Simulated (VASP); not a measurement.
# linear Co chain, spacing 2.185 A: a series over U, part 2 of 3

What does DFT+U do to linear Co chain, spacing 2.185 A?

VASP 6.6.1, plane waves and PAW; the level of theory is named at each step.

So far, largest spin moment in the PAW sphere (μB): step 2 (series over U, start order fm, U 0) 2.15; step 3 (series over U, start order AFM, U 0) 1.38.

## Step 5: Series over U, start order AFM, U 2

This step: PBE, DFT+U (Co d 2 eV), spin-polarised from an antiferromagnetic start; plane waves and PAW (Co) (VASP 6.6.1).

Input file INCAR:

```
SYSTEM = Co
PREC = Normal
ENCUT = 350
EDIFF = 1E-06
NELM = 150
ISMEAR = 1
SIGMA = 0.05
LREAL = .FALSE.
ALGO = Normal
GGA = PE
NBANDS = 18
ISPIN = 2
MAGMOM = 2 -2
LDAU = .TRUE.
LDAUTYPE = 2
LDAUL = 2
LDAUU = 2
LDAUJ = 0
LDAUPRINT = 1
LASPH = .TRUE.
LMAXMIX = 4
LORBIT = 11
LWAVE = .FALSE.
LCHARG = .FALSE.
NCORE = 2
AMIX = 0.2
BMIX = 1E-04
AMIX_MAG = 0.8
BMIX_MAG = 1E-04
NEDOS = 1200
```

Input file POSCAR:

```
Co
1.0
   12.0000000000      0.0000000000      0.0000000000
    0.0000000000     12.0000000000      0.0000000000
    0.0000000000      0.0000000000      4.3700000000
Co
2
Direct
    0.5000000000      0.5000000000      0.0000000000
    0.5000000000      0.5000000000      0.5000000000
```

Input file KPOINTS:

```
Automatic mesh
0
Gamma
1 1 9
0 0 0
```

Potentials, in the order of the species: Co (PBE family, release 64).

Launch:

```bash
$ mpirun -np 2 vasp_std
```

Log:

```text
[... set-up lines as in an earlier step ...]
 entering main loop
       N       E                     dE             d eps       ncg     rms          rms(c)
DAV:   1     0.829446265590E+02    0.82945E+02   -0.36069E+03   360   0.461E+02
DAV:   2     0.273880549688E+01   -0.80206E+02   -0.72141E+02   420   0.152E+02
DAV:   3    -0.360590663209E+01   -0.63447E+01   -0.61181E+01   406   0.547E+01
DAV:   4    -0.370003540596E+01   -0.94129E-01   -0.92355E-01   442   0.856E+00
[...]
DAV:   8    -0.332061948615E+01    0.45343E+00   -0.16579E+00   386   0.385E+00    0.359E+00
DAV:   9    -0.398959194780E+01   -0.66897E+00   -0.15242E+00   444   0.317E+00    0.453E+00
DAV:  10    -0.318628179651E+01    0.80331E+00   -0.16600E-01   412   0.299E+00    0.550E+00
[... 130 further cycles ...]
DAV: 141    -0.486290590168E+01    0.35430E-01   -0.26518E-03   520   0.363E-01    0.216E+00
DAV: 142    -0.490306544086E+01   -0.40160E-01   -0.31764E-03   520   0.395E-01    0.207E+00
DAV: 143    -0.496154950354E+01   -0.58484E-01   -0.91727E-03   524   0.552E-01    0.194E+00
DAV: 144    -0.496448352273E+01   -0.29340E-02   -0.45845E-04   368   0.138E-01    0.193E+00
[...]
DAV: 148    -0.510268272579E+01   -0.48552E-02   -0.14566E-04   416   0.121E-01    0.151E+00
DAV: 149    -0.510410795478E+01   -0.14252E-02   -0.59827E-05   476   0.672E-02    0.151E+00
DAV: 150    -0.512091647754E+01   -0.16809E-01   -0.10820E-03   524   0.219E-01
 -----------------------------------------------------------------------------
|                                                                             |
|           W    W    AA    RRRRR   N    N  II  N    N   GGGG   !!!           |
|           W    W   A  A   R    R  NN   N  II  NN   N  G    G  !!!           |
|           W    W  A    A  R    R  N N  N  II  N N  N  G       !!!           |
|           W WW W  AAAAAA  RRRRR   N  N N  II  N  N N  G  GGG   !            |
|           WW  WW  A    A  R   R   N   NN  II  N   NN  G    G                |
|           W    W  A    A  R    R  N    N  II  N    N   GGGG   !!!           |
|                                                                             |
|     The electronic self-consistency was not achieved in the given           |
|     number of steps (NELM). The forces and other quantities evaluated       |
|     might not be reliable so examine the results carefully. If you find     |
|     spurious results, we suggest increasing NELM, if you were close to      |
|     convergence or switching to a different ALGO or adjusting the           |
|     density mixing parameters otherwise.                                    |
|                                                                             |
 -----------------------------------------------------------------------------

   1 F= -.51209165E+01 E0= -.51214484E+01  d E =0.159564E-02  mag=     0.0000
```

Wall time 1.7 min (2 MPI ranks of AMD EPYC 9R45, shared host); peak memory 0.4 GiB.

From OUTCAR (step 5):

```text
atom =   1  type =  1  l = 2

 onsite density matrix

spin component  1

  0.9428 -0.0000 -0.0000  0.0000 -0.0000
 -0.0000  0.8758 -0.0000  0.0000 -0.0000
 -0.0000 -0.0000  0.9082 -0.0000 -0.0000
  0.0000  0.0000 -0.0000  0.8758 -0.0000
 -0.0000 -0.0000 -0.0000 -0.0000  0.9450

spin component  2

  0.9378  0.0000 -0.0000  0.0000 -0.0000
  0.0000  0.7395 -0.0000  0.0000  0.0000
 -0.0000 -0.0000  0.3331 -0.0000  0.0000
  0.0000  0.0000 -0.0000  0.7395 -0.0000
 -0.0000  0.0000  0.0000 -0.0000  0.0018

 occupancies and eigenvectors

  o =  0.0018  v =  0.0000  0.0000  0.0000  0.0000  0.0000  0.0000 -0.0000 -0.0000 -0.0000  1.0000      0.0000  0.0000  0.0000  0.0000  0.0000  0.0000  0.0000  0.0000  0.0000  0.0000
  o =  0.3331  v =  0.0000  0.0000  0.0000  0.0000  0.0000  0.0000  0.0000 -1.0000  0.0000 -0.0000      0.0000  0.0000  0.0000  0.0000  0.0000  0.0000  0.0000  0.0000  0.0000  0.0000
  o =  0.7395  v =  0.0000  0.0000  0.0000  0.0000  0.0000  0.0000 -1.0000  0.0000 -0.0001  0.0000      0.0000  0.0000  0.0000  0.0000  0.0000  0.0000  0.0000  0.0000  0.0000  0.0000
  o =  0.7395  v =  0.0000  0.0000  0.0000  0.0000  0.0000  0.0000  0.0001  0.0000 -1.0000  0.0000      0.0000  0.0000  0.0000  0.0000  0.0000  0.0000  0.0000  0.0000  0.0000  0.0000
  o =  0.8758  v =  0.0000 -1.0000  0.0000 -0.0005 -0.0000  0.0000  0.0000  0.0000  0.0000  0.0000      0.0000  0.0000  0.0000  0.0000  0.0000  0.0000  0.0000  0.0000  0.0000  0.0000
  o =  0.8758  v =  0.0000 -0.0005 -0.0000  1.0000 -0.0000  0.0000  0.0000  0.0000  0.0000  0.0000      0.0000  0.0000  0.0000  0.0000  0.0000  0.0000  0.0000  0.0000  0.0000  0.0000
  o =  0.9082  v =  0.0000 -0.0000 -1.0000 -0.0000 -0.0000  0.0000  0.0000  0.0000  0.0000  0.0000      0.0000  0.0000  0.0000  0.0000  0.0000  0.0000  0.0000  0.0000  0.0000  0.0000
  o =  0.9378  v =  0.0000  0.0000  0.0000  0.0000  0.0000  1.0000  0.0000  0.0000  0.0000  0.0000      0.0000  0.0000  0.0000  0.0000  0.0000  0.0000  0.0000  0.0000  0.0000  0.0000
  o =  0.9428  v =  1.0000  0.0000  0.0000  0.0000  0.0000  0.0000  0.0000  0.0000  0.0000  0.0000      0.0000  0.0000  0.0000  0.0000  0.0000  0.0000  0.0000  0.0000  0.0000  0.0000
  o =  0.9450  v =  0.0000 -0.0000 -0.0000  0.0000  1.0000  0.0000  0.0000  0.0000  0.0000  0.0000      0.0000  0.0000  0.0000  0.0000  0.0000  0.0000  0.0000  0.0000  0.0000  0.0000

atom =   2  type =  1  l = 2

 onsite density matrix

spin component  1

  0.9378  0.0000 -0.0000  0.0000  0.0000
  0.0000  0.7395  0.0000  0.0000 -0.0000
 -0.0000  0.0000  0.3331  0.0000 -0.0000
  0.0000  0.0000  0.0000  0.7395  0.0000
  0.0000 -0.0000 -0.0000  0.0000  0.0018

spin component  2

  0.9428  0.0000 -0.0000  0.0000  0.0000
  0.0000  0.8758 -0.0000  0.0000 -0.0000
 -0.0000 -0.0000  0.9082 -0.0000 -0.0000
  0.0000  0.0000 -0.0000  0.8758  0.0000
  0.0000 -0.0000 -0.0000  0.0000  0.9450

[...]
o =  0.8758  v =  0.0000  0.0000  0.0000  0.0000  0.0000  0.0000 -1.0000  0.0000  0.0037 -0.0000      0.0000  0.0000  0.0000  0.0000  0.0000  0.0000  0.0000  0.0000  0.0000  0.0000
  o =  0.8758  v =  0.0000  0.0000  0.0000  0.0000  0.0000  0.0000 -0.0037 -0.0000 -1.0000 -0.0000      0.0000  0.0000  0.0000  0.0000  0.0000  0.0000  0.0000  0.0000  0.0000  0.0000
  o =  0.9082  v =  0.0000  0.0000  0.0000  0.0000  0.0000  0.0000  0.0000  1.0000 -0.0000  0.0000      0.0000  0.0000  0.0000  0.0000  0.0000  0.0000  0.0000  0.0000  0.0000  0.0000
  o =  0.9378  v =  1.0000  0.0000  0.0000  0.0000  0.0000  0.0000  0.0000  0.0000  0.0000  0.0000      0.0000  0.0000  0.0000  0.0000  0.0000  0.0000  0.0000  0.0000  0.0000  0.0000
  o =  0.9428  v =  0.0000  0.0000  0.0000  0.0000  0.0000  1.0000  0.0000  0.0000  0.0000  0.0000      0.0000  0.0000  0.0000  0.0000  0.0000  0.0000  0.0000  0.0000  0.0000  0.0000
  o =  0.9450  v =  0.0000  0.0000  0.0000  0.0000  0.0000  0.0000 -0.0000 -0.0000 -0.0000  1.0000      0.0000  0.0000  0.0000  0.0000  0.0000  0.0000  0.0000  0.0000  0.0000  0.0000

 spin component 1
 k-point     1 :       0.0000    0.0000    0.0000
  band No.  band energies     occupation
    ...
      3      -6.8210      1.00000
      4      -6.8209      1.00000
      5      -5.9900      1.00000
      6      -5.9338      1.00000
      7      -4.7523      1.00000
      8      -3.7051     -0.00428
      9      -3.7048     -0.00418
     10      -2.8597     -0.00000
     11      -1.9447      0.00000
     12      -1.8861      0.00000
    ...

 k-point     2 :       0.0000    0.0000    0.1111
  band No.  band energies     occupation
    ...
      5      -5.9429      1.00000
      6      -5.9236      1.00000
      7      -4.7630      1.00000
      8      -3.8568      1.00276
      9      -3.8565      1.00147
     10      -2.9041     -0.00000
     11      -1.9451      0.00000
     12      -1.7000      0.00000
     13      -1.6998      0.00000
     14      -0.2784      0.00000
    ...

  Total        0.6735062      0.6735062      5.5611864     -0.0000000      0.0000000      0.0000000
  in kB        1.7147794      1.7147794     14.1590497     -0.0000000      0.0000000      0.0000000
  external PRESSURE =       5.8628695 kB  Pullay stress =       0.0000000 kB

 POSITION                                       TOTAL-FORCE (eV/Angst)
 -----------------------------------------------------------------------------------
      6.00000      6.00000      0.00000         0.000000      0.000000      0.000000
      6.00000      6.00000      2.18500         0.000000      0.000000      0.000000
 -----------------------------------------------------------------------------------
    total drift:                                0.000000      0.000000     -0.000000

  FREE ENERGIE OF THE ION-ELECTRON SYSTEM (eV)
  ---------------------------------------------------
  free  energy   TOTEN  =        -5.1209164775 eV

  energy  without entropy=       -5.1225121173  energy(sigma->0) =       -5.12144836

 magnetization (x)
# of ion       s       p       d       tot
------------------------------------------
    1        0.089   0.015   1.847   1.951
    2       -0.089  -0.015  -1.847  -1.951
--------------------------------------------------
tot          0.000   0.000   0.000   0.000

[... 8 parts as in an earlier step ...]

[... 10 further parts left out ...]
[key lines of the parts left out:]
E-fermi :  -3.8141
```

The electronic loop did not meet EDIFF within NELM cycles, so this run is left out of the comparison.

## Step 6: Series over U, start order fm, U 5

This step: PBE, DFT+U (Co d 5 eV), spin-polarised from a ferromagnetic start; plane waves and PAW (Co) (VASP 6.6.1).

Edit INCAR of step 5 so:

```diff
@@ -12,3 +12,3 @@
 ISPIN = 2
-MAGMOM = 2 -2
+MAGMOM = 2 2
 LDAU = .TRUE.
@@ -16,3 +16,3 @@
 LDAUL = 2
-LDAUU = 2
+LDAUU = 5
 LDAUJ = 0
```

POSCAR is that of step 5.

KPOINTS is that of step 5.

Launch:

```bash
$ mpirun -np 2 vasp_std
```

Log:

```text
[... set-up lines as in an earlier step ...]
 entering main loop
       N       E                     dE             d eps       ncg     rms          rms(c)
DAV:   1     0.893435595778E+02    0.89344E+02   -0.37351E+03   360   0.462E+02
DAV:   2     0.694363174044E+01   -0.82400E+02   -0.76763E+02   400   0.150E+02
DAV:   3     0.433562957842E-01   -0.69003E+01   -0.65816E+01   382   0.597E+01
DAV:   4    -0.598142851227E-01   -0.10317E+00   -0.10254E+00   428   0.882E+00
[...]
DAV:  60    -0.128247062049E+01   -0.27622E-05   -0.41793E-07   294   0.611E-03    0.298E-03
DAV:  61    -0.128246939498E+01    0.12255E-05   -0.11175E-07   264   0.323E-03    0.370E-03
DAV:  62    -0.128246866440E+01    0.73059E-06   -0.35561E-08   264   0.168E-03
   1 F= -.12824687E+01 E0= -.12810034E+01  d E =-.439584E-02  mag=     4.4444
```

Run time: 42 s. Hardware: 2 MPI ranks; peak memory 0.39 GiB.

OUTCAR, selected parts (step 6):

```text
  Total       -0.2143121     -0.2143121      0.5308850     -0.0000000      0.0000000      0.0000000
  in kB       -0.5456490     -0.5456490      1.3516589     -0.0000000      0.0000000      0.0000000
  external PRESSURE =       0.0867870 kB  Pullay stress =       0.0000000 kB

  FREE ENERGIE OF THE ION-ELECTRON SYSTEM (eV)
  ---------------------------------------------------
  free  energy   TOTEN  =        -1.2824686644 eV

  energy  without entropy=       -1.2780728248  energy(sigma->0) =       -1.28100338

 magnetization (x)
# of ion       s       p       d       tot
------------------------------------------
    1        0.016  -0.019   2.260   2.257
    2        0.016  -0.019   2.260   2.257
--------------------------------------------------
tot          0.032  -0.038   4.519   4.513

[... 3 parts as in an earlier step ...]

[... 1 further part left out ...]
[key lines of the parts left out:]
E-fermi :  -3.7582
```

Spin moment in the PAW sphere by atom:

| atom | spin moment in the PAW sphere (μB) |
| --- | --- |
| Co1 | 2.26 |
| Co2 | 2.26 |

Energy at zero smearing: -1.28100 eV.

## Step 7: Series over U, start order AFM, U 5

This step: PBE, DFT+U (Co d 5 eV), spin-polarised from an antiferromagnetic start; plane waves and PAW (Co) (VASP 6.6.1).

Edit INCAR of step 6 so:

```diff
@@ -12,3 +12,3 @@
 ISPIN = 2
-MAGMOM = 2 2
+MAGMOM = 2 -2
 LDAU = .TRUE.
```

POSCAR is that of step 6.

KPOINTS is that of step 6.

Launch:

```bash
$ mpirun -np 2 vasp_std
```

Log:

```text
[... set-up lines as in an earlier step ...]
 entering main loop
       N       E                     dE             d eps       ncg     rms          rms(c)
DAV:   1     0.903711231465E+02    0.90371E+02   -0.36775E+03   360   0.462E+02
DAV:   2     0.839918359313E+01   -0.81972E+02   -0.75448E+02   410   0.152E+02
DAV:   3     0.148613303217E+01   -0.69131E+01   -0.66859E+01   380   0.597E+01
DAV:   4     0.139316301668E+01   -0.92970E-01   -0.90149E-01   428   0.855E+00
[...]
DAV:  18    -0.184804293178E+01   -0.45442E-05   -0.31650E-06   384   0.162E-02    0.115E-02
DAV:  19    -0.184804649291E+01   -0.35611E-05   -0.28649E-06   388   0.166E-02    0.450E-03
DAV:  20    -0.184804725381E+01   -0.76090E-06   -0.58726E-07   282   0.832E-03
   1 F= -.18480473E+01 E0= -.18472285E+01  d E =-.245616E-02  mag=     0.0000
```

The job ended after 14 s (2 MPI ranks; peak memory 0.36 GiB).

From OUTCAR (step 7):

```text
  Total       -0.2534347     -0.2534347      4.9727016      0.0000000      0.0000000     -0.0000000
  in kB       -0.6452571     -0.6452571     12.6607388      0.0000000      0.0000000     -0.0000000
  external PRESSURE =       3.7900749 kB  Pullay stress =       0.0000000 kB

  FREE ENERGIE OF THE ION-ELECTRON SYSTEM (eV)
  ---------------------------------------------------
  free  energy   TOTEN  =        -1.8480472538 eV

  energy  without entropy=       -1.8455910899  energy(sigma->0) =       -1.84722853

 magnetization (x)
# of ion       s       p       d       tot
------------------------------------------
    1        0.056   0.013   2.114   2.183
    2       -0.056  -0.013  -2.114  -2.183
--------------------------------------------------
tot          0.000   0.000   0.000   0.000

[... 3 parts as in an earlier step ...]

[... 1 further part left out ...]
[key lines of the parts left out:]
E-fermi :  -3.4754
```

Spin moment in the PAW sphere by atom:

| atom | spin moment in the PAW sphere (μB) |
| --- | --- |
| Co1 | 2.18 |
| Co2 | -2.18 |

Energy at zero smearing: -1.84723 eV.

## Step 8: Series over U, start order fm, U 6

This step: PBE, DFT+U (Co d 6 eV), spin-polarised from a ferromagnetic start; plane waves and PAW (Co) (VASP 6.6.1).

Edit INCAR of step 7 so:

```diff
@@ -12,8 +12,8 @@
 ISPIN = 2
-MAGMOM = 2 -2
+MAGMOM = 2 2
 LDAU = .TRUE.
-LDAUTYPE = 2
+LDAUTYPE = 1
 LDAUL = 2
-LDAUU = 5
-LDAUJ = 0
+LDAUU = 6
+LDAUJ = 0.5
 LDAUPRINT = 1
```

POSCAR is that of step 7.

KPOINTS is that of step 7.

Launch:

```bash
$ mpirun -np 2 vasp_std
```

Log:

```text
[... set-up lines as in an earlier step ...]
 entering main loop
       N       E                     dE             d eps       ncg     rms          rms(c)
DAV:   1     0.904514178739E+02    0.90451E+02   -0.37501E+03   360   0.462E+02
DAV:   2     0.775516414735E+01   -0.82696E+02   -0.77297E+02   400   0.150E+02
DAV:   3     0.803963162054E+00   -0.69512E+01   -0.66420E+01   382   0.604E+01
DAV:   4     0.702324635484E+00   -0.10164E+00   -0.10106E+00   428   0.877E+00
[...]
DAV:  59     0.779326125175E+00   -0.31962E-04   -0.16174E-06   320   0.904E-03    0.639E-03
DAV:  60     0.779318870104E+00   -0.72551E-05   -0.41502E-07   312   0.511E-03    0.374E-03
DAV:  61     0.779318134015E+00   -0.73609E-06   -0.24092E-06   260   0.225E-03
   1 F= 0.77931813E+00 E0= 0.78026847E+00  d E =-.285100E-02  mag=     4.4444
```

Run time: 41 s. Hardware: 2 MPI ranks; peak memory 0.39 GiB.

From OUTCAR (step 8):

```text
  Total       -0.2572498     -0.2572498      2.3688912      0.0000000      0.0000000     -0.0000000
  in kB       -0.6549703     -0.6549703      6.0313115      0.0000000      0.0000000     -0.0000000
  external PRESSURE =       1.5737903 kB  Pullay stress =       0.0000000 kB

  FREE ENERGIE OF THE ION-ELECTRON SYSTEM (eV)
  ---------------------------------------------------
  free  energy   TOTEN  =         0.7793181340 eV

  energy  without entropy=        0.7821691363  energy(sigma->0) =        0.78026847

 magnetization (x)
# of ion       s       p       d       tot
------------------------------------------
    1        0.043   0.005   2.175   2.222
    2        0.043   0.005   2.175   2.222
--------------------------------------------------
tot          0.086   0.009   4.349   4.445

[... 3 parts as in an earlier step ...]

[... 1 further part left out ...]
[key lines of the parts left out:]
E-fermi :  -3.8842
```

Energy at zero smearing: 0.78027 eV.

## Step 9: Series over U, start order AFM, U 6

This step: PBE, DFT+U (Co d 6 eV), spin-polarised from an antiferromagnetic start; plane waves and PAW (Co) (VASP 6.6.1).

Edit INCAR of step 8 so:

```diff
@@ -12,3 +12,3 @@
 ISPIN = 2
-MAGMOM = 2 2
+MAGMOM = 2 -2
 LDAU = .TRUE.
```

POSCAR is that of step 8.

KPOINTS is that of step 8.

Launch:

```bash
$ mpirun -np 2 vasp_std
```

Log:

```text
[... set-up lines as in an earlier step ...]
 entering main loop
       N       E                     dE             d eps       ncg     rms          rms(c)
DAV:   1     0.915186316917E+02    0.91519E+02   -0.36903E+03   360   0.462E+02
DAV:   2     0.925244775683E+01   -0.82266E+02   -0.75914E+02   410   0.152E+02
DAV:   3     0.229966971449E+01   -0.69528E+01   -0.67302E+01   380   0.601E+01
DAV:   4     0.220763096132E+01   -0.92039E-01   -0.89284E-01   436   0.853E+00
[...]
DAV:  17    -0.104977828775E+01    0.46758E-05   -0.26556E-05   384   0.535E-02    0.193E-02
DAV:  18    -0.104979210508E+01   -0.13817E-04   -0.98713E-06   388   0.365E-02    0.530E-03
DAV:  19    -0.104979277391E+01   -0.66883E-06   -0.11500E-06   336   0.112E-02
   1 F= -.10497928E+01 E0= -.10489687E+01  d E =-.247208E-02  mag=     0.0000
```

The job ended after 13 s (2 MPI ranks; peak memory 0.36 GiB).

OUTCAR, selected parts (step 9):

```text
  Total       -0.2843287     -0.2843287      5.3007495      0.0000000      0.0000000      0.0000000
  in kB       -0.7239147     -0.7239147     13.4959648      0.0000000      0.0000000      0.0000000
  external PRESSURE =       4.0160452 kB  Pullay stress =       0.0000000 kB

  FREE ENERGIE OF THE ION-ELECTRON SYSTEM (eV)
  ---------------------------------------------------
  free  energy   TOTEN  =        -1.0497927739 eV

  energy  without entropy=       -1.0473206943  energy(sigma->0) =       -1.04896875

 magnetization (x)
# of ion       s       p       d       tot
------------------------------------------
    1        0.054   0.011   2.122   2.187
    2       -0.054  -0.011  -2.122  -2.187
--------------------------------------------------
tot          0.000   0.000   0.000   0.000

[... 3 parts as in an earlier step ...]

[... 1 further part left out ...]
[key lines of the parts left out:]
E-fermi :  -3.2123
```

Energy at zero smearing: -1.04897 eV.

(Continued in part 3 of 3.)

[Lines on the potential files, build, host, timing and source positions are cut from VASP's logs without a mark.]

[Logs are printed without paths, hosts, clocks, repeated set-up lines and the standing remarks that a program may print on its own settings, such as how far it seeks lower states.]

[Hosts, paths, dates, database ids (printed as entryN), source tags and the programs' standing remarks are cut or masked in the printed files.]

[In band tables of VASP the shares of atoms and orbitals are scaled to a sum of 1 inside the atoms' spheres.]

[Runs that stopped without an error message from VASP are left out.]
